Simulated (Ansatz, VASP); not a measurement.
**Cu in VASP and in Ansatz**

```
CELL_PARAMETERS angstrom
4.15313 0.00000 0.00000
-2.07657 3.59672 0.00000
0.00000 0.00000 2.45157
ATOMIC_POSITIONS crystal
Cu 0.33333 0.66667 0.50000
Cu 0.00000 0.00000 0.00000
Cu 0.66667 0.33333 0.50000
```

Alike in both runs: functional PBE; k mesh 6 × 6 × 6; occupations gaussian, width 0.1 eV; no spin polarisation.

Ansatz relaxed the structure, and its values are those at the end. VASP's run is a single point on that final structure, the one shown.

```csv
,VASP,Ansatz
version,VASP 6.6.1,Ansatz 0.2.0
potentials or method,"VASP PAW PBE potentials, release 64 (Cu)","scalar-relativistic, plane waves, PAW"
plane-wave cutoff (eV),520,420
valence electrons in the cell,33,57
```

```csv
,VASP,Ansatz,Ansatz less VASP
gap on the k mesh at the Fermi level (eV),none,none,-
pressure (GPa),0.5,-0.1,-0.50
```

A gap of «none» marks a metal or a gap that the smearing closes. The two sets of potentials don't hold the same shells in valence.

Caveats: the k mesh is coarse (spacing up to 0.43 Å⁻¹), so the values aren't converged.
